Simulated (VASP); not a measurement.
# Lattice of ZnSe (Stilleite), functional by functional

Which functional gives which lattice for ZnSe (Stilleite)? The starting structure is a measured crystal structure from the Crystallography Open Database. The first relaxation on each setting starts from this cell expanded by 3 % in volume.

Main program and level: VASP 6.6.1; Kohn-Sham DFT with plane waves and PAW; PBEsol, LDA, PBE, PBEsol + D3(BJ), r2SCAN, r2SCAN + rVV10, rev-vdW-DF2 and RPBE.

## 1. The structure

Symmetry: F-43m, No. 216, cubic system. The conventional cell has a = 5.668 Å, b = 5.668 Å, c = 5.668 Å, α = 90.00°, β = 90.00°, γ = 90.00°. Nearest to Se lie 4 Zn at 2.45 Å. Nearest to Zn lie 4 Se at 2.45 Å. Farther neighbours and most contacts between anions are not listed.

Coordinates:

```xyz
2
Lattice="0.0000 2.8338 2.8338 2.8338 0.0000 2.8338 2.8338 2.8338 0.0000" Properties=species:S:1:pos:R:3 pbc="T T T"
Se    4.2507    4.2507    4.2507
Zn    0.0000    0.0000    0.0000
```

## 2. Relaxation with PBEsol

PBEsol restores the gradient expansion of exchange and is tuned for the cells of solids. This run starts from the cell of an earlier relaxation, which isn't shown; the restart sets up the plane waves anew.

The input, INCAR:

```
SYSTEM = ZnSe
PREC = Accurate
ENCUT = 450
EDIFF = 1E-06
NELM = 100
ISMEAR = 0
SIGMA = 0.03
LREAL = .FALSE.
ALGO = Normal
GGA = PS
NBANDS = 15
LORBIT = 11
LWAVE = .FALSE.
LCHARG = .FALSE.
KPAR = 8
IBRION = 2
NSW = 50
ISIF = 3
EDIFFG = -0.006
```

The input, POSCAR:

```
ZnSe
1.0
    0.0000000000      2.8202244506      2.8202244506
    2.8202244506      0.0000000000      2.8202244506
    2.8202244506      2.8202244506      0.0000000000
Se Zn
1 1
Direct
    0.7500000000      0.7500000000      0.7500000000
    0.0000000000      0.0000000000      0.0000000000
```

The input, KPOINTS:

```
Automatic mesh
0
Gamma
6 6 6
0 0 0
```

Potentials, in the order of the species: Se and Zn (PBE family, release 64).

Launch:

```
$ mpirun -np 8 vasp_std
```

The log of the run:

```text
[banner, memory and clock lines left out]
running    8 mpi-ranks, on    1 nodes
 distrk:  each k-point on    1 cores,    8 groups
 distr:  one band on    1 cores,    1 groups

 POSCAR found type information on POSCAR SeZn
 POSCAR found :  2 types and       2 ions
|                                                                             |
|           W    W    AA    RRRRR   N    N  II  N    N   GGGG   !!!           |
|           W    W   A  A   R    R  NN   N  II  NN   N  G    G  !!!           |
|           W    W  A    A  R    R  N N  N  II  N N  N  G       !!!           |
|           W WW W  AAAAAA  RRRRR   N  N N  II  N  N N  G  GGG   !            |
|           WW  WW  A    A  R   R   N   NN  II  N   NN  G    G                |
|           W    W  A    A  R    R  N    N  II  N    N   GGGG   !!!           |
|                                                                             |
|     For optimal performance we recommend to set                             |
|       NCORE = 2 up to number-of-cores-per-socket                            |
|     NCORE specifies how many cores store one orbital (NPAR=cpu/NCORE).      |
|     This setting can greatly improve the performance of VASP for DFT.       |
|     The default, NCORE=1 might be grossly inefficient on modern             |
|     multi-core architectures or massively parallel machines. Do your        |
|     Unfortunately you need to use the default for GW and RPA                |
|     calculations (for HF NCORE is supported but not extensively tested      |
|     yet).                                                                   |
|                                                                             |

|                                                                             |
|               ----> ADVICE to this user running VASP <----                  |
|                                                                             |
|     You enforced a specific xc type in the INCAR file but a different       |
|     [... a line on the potential file left out ...]
|     I HOPE YOU KNOW WHAT YOU ARE DOING!                                     |
|                                                                             |

 LDA part: xc-table for (Slater+PW92), standard interpolation
 POSCAR, INCAR and KPOINTS ok, starting setup
 FFT: planning ... GRIDC
 FFT: planning ... GRID_SOFT
 FFT: planning ... GRID
 WAVECAR not read
 entering main loop
       N       E                     dE             d eps       ncg     rms          rms(c)
DAV:   1     0.798837312283E+02    0.79884E+02   -0.82457E+03   480   0.127E+03
DAV:   2    -0.201242342947E+01   -0.81896E+02   -0.77542E+02   515   0.237E+02
DAV:   3    -0.703270951956E+01   -0.50203E+01   -0.49990E+01   613   0.609E+01
DAV:   4    -0.707330488899E+01   -0.40595E-01   -0.40589E-01   536   0.564E+00
DAV:   5    -0.707350944762E+01   -0.20456E-03   -0.20456E-03   641   0.376E-01    0.479E+00
DAV:   6    -0.678649131990E+01    0.28702E+00   -0.66776E-01   600   0.290E+01    0.372E+00
DAV:   7    -0.676765723852E+01    0.18834E-01   -0.18176E-01   515   0.413E+00    0.162E+00
DAV:   8    -0.676518930075E+01    0.24679E-02   -0.41047E-03   618   0.673E-01    0.440E-01
DAV:   9    -0.676498611616E+01    0.20318E-03   -0.82800E-04   571   0.331E-01    0.667E-02
DAV:  10    -0.676504270103E+01   -0.56585E-04   -0.20978E-04   587   0.186E-01    0.233E-02
DAV:  11    -0.676503259960E+01    0.10101E-04   -0.35902E-05   682   0.892E-02    0.414E-03
DAV:  12    -0.676503285641E+01   -0.25681E-06   -0.62620E-06   550   0.178E-02
   1 F= -.67650329E+01 E0= -.67650329E+01  d E =-.676503E+01
 curvature:   0.00 expect dE= 0.000E+00 dE for cont linesearch  0.000E+00
 trial: gam= 0.00000 g(F)=  0.781E-45 g(S)=  0.492E-05 ort = 0.000E+00 (trialstep = 0.100E+01)
 search vector abs. value=  0.492E-05
 reached required accuracy - stopping structural energy minimisation
```

It took 1.8 s on 8 MPI ranks of Intel Xeon 6975P-C (Granite Rapids), shared host; peak memory 1.2 GiB; 9.9 s of CPU time.

Lines that name or quote the potential files are left out of all logs, and their timing lines are given in words.

From OUTCAR (step 2):

```text
ion  position               nearest neighbor table
   1  0.750  0.750  0.750-   2 2.44   2 2.44   2 2.44   2 2.44
   2  0.000  0.000  0.000-   1 2.44   1 2.44   1 2.44   1 2.44

  LATTYP: Found a face centered cubic cell.
 ALAT       =     5.6404489012

 Subroutine GETGRP returns: Found 24 space group operations
 (whereof 24 operations were pure point group operations)

The static configuration has the point symmetry T_d .

 Found     16 irreducible k-points:

   k-points           NKPTS =     16   k-points in BZ     NKDIM =     16   number of bands    NBANDS=     15

   dimension x,y,z NGX =    28 NGY =   28 NGZ =   28
   dimension x,y,z NGXF=    56 NGYF=   56 NGZF=   56

   ENCUT  =  450.0 eV  33.07 Ry    5.75 a.u.   6.90  6.90  6.90*2*pi/ulx,y,z

   NELECT =      18.0000    total number of electrons

 k-points in reciprocal lattice and weights: Automatic mesh
   0.00000000  0.00000000  0.00000000       0.005
   0.16666667  0.00000000  0.00000000       0.037
   0.33333333  0.00000000  0.00000000       0.037
   0.50000000  0.00000000  0.00000000       0.019
   0.16666667  0.16666667  0.00000000       0.028
   0.33333333  0.16666667  0.00000000       0.111
   0.50000000  0.16666667  0.00000000       0.111
  -0.33333333  0.16666667  0.00000000       0.111
  -0.16666667  0.16666667  0.00000000       0.056
[...]
-0.33333333  0.33333333  0.16666667       0.111
  -0.33333333  0.50000000  0.16666667       0.056

 average (electrostatic) potential at core
       1 -55.8336       2 -36.8434

 E-fermi :   1.8253

 k-point     1 :       0.0000    0.0000    0.0000
  band No.  band energies     occupation
    ...
      5      -4.6141      2.00000
      6      -4.6141      2.00000
      7       1.6169      2.00000
      8       1.6169      2.00000
      9       1.6169      2.00000
     10       2.8418      0.00000
     11       7.3391      0.00000
     12       7.3391      0.00000
     13       7.3391      0.00000
     14      11.4070      0.00000
    ...

 k-point     2 :       0.1667    0.0000    0.0000
  band No.  band energies     occupation
    ...
      5      -4.6160      2.00000
      6      -4.6160      2.00000
      7      -0.3446      2.00000
      8       1.3541      2.00000
      9       1.3541      2.00000
     10       4.1244      0.00000
     11       7.4101      0.00000
     12       7.7515      0.00000
     13       7.7515      0.00000
     14      12.0144      0.00000
    ...

 k-point     3 :       0.3333    0.0000    0.0000
  band No.  band energies     occupation
    ...
      5      -4.6074      2.00000
      6      -4.6074      2.00000
      7      -2.5417      2.00000
      8       0.9122      2.00000
      9       0.9122      2.00000
     10       4.2255      0.00000
     11       8.0168      0.00000
     12       8.0168      0.00000
     13       9.1222      0.00000
     14      11.8767      0.00000
    ...

  Total       -0.0082471     -0.0082471     -0.0082471      0.0000000      0.0000000      0.0000000
  in kB       -0.2945309     -0.2945309     -0.2945309      0.0000000      0.0000000      0.0000000
  external PRESSURE =      -0.2945309 kB  Pullay stress =       0.0000000 kB

  energy-cutoff  :      450.00
  volume of cell :       44.86
      direct lattice vectors                 reciprocal lattice vectors
     0.000000000  2.820224451  2.820224451    -0.177290854  0.177290854  0.177290854
     2.820224451  0.000000000  2.820224451     0.177290854 -0.177290854  0.177290854
     2.820224451  2.820224451  0.000000000     0.177290854  0.177290854 -0.177290854

 POSITION                                       TOTAL-FORCE (eV/Angst)
 -----------------------------------------------------------------------------------
      4.23034      4.23034      4.23034        -0.000000     -0.000000     -0.000000
      0.00000      0.00000      0.00000         0.000000      0.000000      0.000000
 -----------------------------------------------------------------------------------
    total drift:                               -0.000001     -0.000001     -0.000001

  FREE ENERGIE OF THE ION-ELECTRON SYSTEM (eV)
  ---------------------------------------------------
  free  energy   TOTEN  =        -6.7650328564 eV

  energy  without entropy=       -6.7650328564  energy(sigma->0) =       -6.76503286

 reached required accuracy - stopping structural energy minimisation

 total charge
# of ion       s       p       d       tot
------------------------------------------
    1        1.437   2.422   0.032   3.890
    2        0.540   0.462   9.786  10.788
--------------------------------------------------
tot          1.977   2.884   9.817  14.678

[... 3 further parts left out ...]
```

CONTCAR:

```
ZnSe
   1.00000000000000
     0.0000000000000000    2.8202244506000000    2.8202244506000000
     2.8202244506000000    0.0000000000000000    2.8202244506000000
     2.8202244506000000    2.8202244506000000    0.0000000000000000
  Se              Zn
     1     1
Direct
     0.7500000000000000    0.7500000000000000    0.7500000000000000
     0.0000000000000000    0.0000000000000000    0.0000000000000000
```

The PAW data sets were made with PBE, which is usual practice but a small mismatch for other functionals. The run keeps the 24 symmetry operations of its start, so it cannot find a distortion of lower symmetry.

With PBEsol the relaxed cell holds 22.431 Å³ an atom, -1.43 % against the measured cell, with a = 5.640 Å. Pressures at 0.985 and 1.015 times this volume, from two more relaxations that aren't shown, give a bulk modulus of 65.3 GPa.

## 3. Relaxation with LDA

LDA, the lowest rung, knows the local density alone. This run starts from the cell of an earlier relaxation, which isn't shown; the restart sets up the plane waves anew.

INCAR: that of step 2 with these lines changed.

```diff
@@ -9,3 +9,3 @@
 ALGO = Normal
-GGA = PS
+GGA = CA
 NBANDS = 15
```

The input, POSCAR:

```
ZnSe
1.0
    0.0000000000      2.7890648799      2.7890648799
    2.7890648799      0.0000000000      2.7890648799
    2.7890648799      2.7890648799      0.0000000000
Se Zn
1 1
Direct
    0.7500000000      0.7500000000      0.7500000000
    0.0000000000      0.0000000000      0.0000000000
```

KPOINTS is that of step 2.

PAW data sets: Se and Zn (LDA family, release 64).

Launch:

```
$ mpirun -np 8 vasp_std
```

The log of the run:

```text
[banner, memory and clock lines left out]
running    8 mpi-ranks, on    1 nodes
[...]
[... a notice as in an earlier step ...]

 LDA part: xc-table for (Slater(with rela. corr.)+CA(PZ))
 , standard interpolation
 POSCAR, INCAR and KPOINTS ok, starting setup
[...]
entering main loop
       N       E                     dE             d eps       ncg     rms          rms(c)
DAV:   1     0.831453019407E+02    0.83145E+02   -0.83996E+03   480   0.128E+03
DAV:   2    -0.233265887151E+01   -0.85478E+02   -0.80731E+02   522   0.247E+02
DAV:   3    -0.763292166613E+01   -0.53003E+01   -0.52785E+01   627   0.630E+01
DAV:   4    -0.767845598884E+01   -0.45534E-01   -0.45528E-01   550   0.593E+00
[...]
DAV:  10    -0.736518991557E+01   -0.17735E-04   -0.11681E-04   608   0.111E-01    0.189E-02
DAV:  11    -0.736518276552E+01    0.71500E-05   -0.15481E-05   734   0.617E-02    0.439E-03
DAV:  12    -0.736518280899E+01   -0.43474E-07   -0.25754E-06   571   0.116E-02
   1 F= -.73651828E+01 E0= -.73651828E+01  d E =-.736518E+01
[...]
N       E                     dE             d eps       ncg     rms          rms(c)
DAV:   1    -0.736594380786E+01   -0.76104E-03   -0.84482E-03   599   0.188E+00    0.192E-01
DAV:   2    -0.736529939674E+01    0.64441E-03   -0.20487E-03   599   0.126E+00    0.702E-02
DAV:   3    -0.736522106215E+01    0.78335E-04   -0.74202E-05   553   0.966E-02    0.338E-02
DAV:   4    -0.736519968923E+01    0.21373E-04   -0.12712E-05   613   0.498E-02    0.128E-02
DAV:   5    -0.736519705481E+01    0.26344E-05   -0.23372E-06   405   0.279E-02    0.116E-03
DAV:   6    -0.736519711886E+01   -0.64048E-07   -0.97577E-07   293   0.114E-02
   2 F= -.73651971E+01 E0= -.73651971E+01  d E =-.143099E-04
 trial-energy change:   -0.000014  1 .order   -0.000021   -0.000053    0.000011
 step:   0.6954(harm=  0.8221)  dis= 0.00000  next Energy=    -7.365199 (dE=-0.162E-04)
 reached required accuracy - stopping structural energy minimisation
```

It took 1.8 s on 8 MPI ranks; peak memory 1.2 GiB.

From OUTCAR (step 3):

```text
  Total        0.0058508      0.0058508      0.0058508      0.0000000     -0.0000000     -0.0000000
  in kB        0.2164565      0.2164565      0.2164565      0.0000000     -0.0000000     -0.0000000
  external PRESSURE =       0.2164565 kB  Pullay stress =       0.0000000 kB

 POSITION                                       TOTAL-FORCE (eV/Angst)
 -----------------------------------------------------------------------------------
      4.18087      4.18087      4.18087        -0.000000     -0.000000     -0.000000
      2.78725      2.78725      0.00000         0.000000      0.000000      0.000000
 -----------------------------------------------------------------------------------
    total drift:                               -0.000001     -0.000001     -0.000001

  FREE ENERGIE OF THE ION-ELECTRON SYSTEM (eV)
  ---------------------------------------------------
  free  energy   TOTEN  =        -7.3651971189 eV

  energy  without entropy=       -7.3651971189  energy(sigma->0) =       -7.36519712

[... 2 parts as in an earlier step ...]

[... 2 further parts left out ...]
[key lines of the parts left out:]
E-fermi :   2.1325
```

With LDA the relaxed cell holds 21.653 Å³ an atom, -4.85 % against the measured cell, with a = 5.574 Å. That is -3.47 % from PBEsol. Pressures at 0.985 and 1.015 times this volume, from two more relaxations that aren't shown, give a bulk modulus of 72.0 GPa.

## 4. Relaxation with PBE

PBE, the usual starting point, adds the gradient of the density.

INCAR: that of step 3 with these lines changed.

```diff
@@ -9,3 +9,3 @@
 ALGO = Normal
-GGA = CA
+GGA = PE
 NBANDS = 15
```

The input, POSCAR:

```
ZnSe
1.0
    0.0000000000      2.8618592506      2.8618592506
    2.8618592506      0.0000000000      2.8618592506
    2.8618592506      2.8618592506      0.0000000000
Se Zn
1 1
Direct
    0.7500000000      0.7500000000      0.7500000000
    0.0000000000      0.0000000000      0.0000000000
```

KPOINTS is that of step 3.

Potentials, in the order of the species: Se and Zn (PBE family, release 64).

Launch:

```
$ mpirun -np 8 vasp_std
```

The log of the run:

```text
[banner, memory and clock lines left out]
running    8 mpi-ranks, on    1 nodes
[...]
[... a notice as in an earlier step ...]

 LDA part: xc-table for (Slater+PW92), standard interpolation
 POSCAR, INCAR and KPOINTS ok, starting setup
[...]
entering main loop
       N       E                     dE             d eps       ncg     rms          rms(c)
DAV:   1     0.808076066734E+02    0.80808E+02   -0.82095E+03   488   0.122E+03
DAV:   2    -0.121471074829E+01   -0.82022E+02   -0.77331E+02   515   0.242E+02
DAV:   3    -0.627990887346E+01   -0.50652E+01   -0.50456E+01   606   0.601E+01
DAV:   4    -0.631741544511E+01   -0.37507E-01   -0.37504E-01   536   0.563E+00
[...]
DAV:  11    -0.602468990424E+01   -0.68069E-05   -0.30362E-05   550   0.392E-02    0.540E-03
DAV:  12    -0.602469105480E+01   -0.11506E-05   -0.25975E-06   571   0.955E-03    0.316E-03
DAV:  13    -0.602469113930E+01   -0.84498E-07   -0.55453E-07   387   0.605E-03
   1 F= -.60246911E+01 E0= -.60246911E+01  d E =-.602469E+01
[...]
DAV:   5    -0.602512244299E+01    0.52655E-04   -0.56632E-05   667   0.123E-01    0.633E-03
DAV:   6    -0.602512363289E+01   -0.11899E-05   -0.15430E-05   515   0.482E-02    0.570E-03
DAV:   7    -0.602512456059E+01   -0.92770E-06   -0.16056E-06   304   0.274E-02
   2 F= -.60251246E+01 E0= -.60251246E+01  d E =-.433421E-03
 trial-energy change:   -0.000433  1 .order   -0.000324   -0.001200    0.000552
 step:   0.7544(harm=  0.6850)  dis= 0.00000  next Energy=    -6.025191 (dE=-0.500E-03)
[...]
N       E                     dE             d eps       ncg     rms          rms(c)
DAV:   1    -0.602613191819E+01   -0.10083E-02   -0.11515E-02   599   0.205E+00    0.222E-01
DAV:   2    -0.602528335502E+01    0.84856E-03   -0.26984E-03   585   0.134E+00    0.803E-02
DAV:   3    -0.602518231726E+01    0.10104E-03   -0.95116E-05   508   0.845E-02    0.384E-02
DAV:   4    -0.602515850480E+01    0.23812E-04   -0.14707E-05   585   0.462E-02    0.154E-02
DAV:   5    -0.602515553210E+01    0.29727E-05   -0.35568E-06   565   0.315E-02    0.130E-03
DAV:   6    -0.602515554509E+01   -0.12986E-07   -0.98017E-07   255   0.124E-02
   3 F= -.60251555E+01 E0= -.60251555E+01  d E =-.464406E-03
[...]
reached required accuracy - stopping structural energy minimisation
```

Run time: 3.4 s. Hardware: 8 MPI ranks; peak memory 1.4 GiB.

From OUTCAR (step 4):

```text
  Total        0.0000374      0.0000374      0.0000374     -0.0000000      0.0000000     -0.0000000
  in kB        0.0012679      0.0012679      0.0012679     -0.0000000      0.0000000     -0.0000000
  external PRESSURE =       0.0012679 kB  Pullay stress =       0.0000000 kB

 POSITION                                       TOTAL-FORCE (eV/Angst)
 -----------------------------------------------------------------------------------
      4.30285      4.30285      4.30285        -0.000000     -0.000000     -0.000000
      0.00000      0.00000      0.00000         0.000000      0.000000      0.000000
 -----------------------------------------------------------------------------------
    total drift:                                0.000002      0.000002      0.000001

  FREE ENERGIE OF THE ION-ELECTRON SYSTEM (eV)
  ---------------------------------------------------
  free  energy   TOTEN  =        -6.0251555451 eV

  energy  without entropy=       -6.0251555451  energy(sigma->0) =       -6.02515555

[... 2 parts as in an earlier step ...]

[... 2 further parts left out ...]
[key lines of the parts left out:]
E-fermi :   1.5191
```

With PBE the relaxed cell holds 23.604 Å³ an atom, +3.73 % against the measured cell, with a = 5.737 Å. That is +5.23 % from PBEsol. Pressures at 0.985 and 1.015 times this volume, from two more relaxations that aren't shown, give a bulk modulus of 57.0 GPa.

[end of part 1 of 3]

[Lines on the potential files, build, host, timing and source positions are cut from VASP's logs without a mark.]

[Logs are printed without paths, hosts, clocks, repeated set-up lines and the standing remarks that a program may print on its own settings, such as how far it seeks lower states.]

[Hosts, paths, dates, database ids (printed as entryN), source tags and the programs' standing remarks are cut or masked in the printed files.]
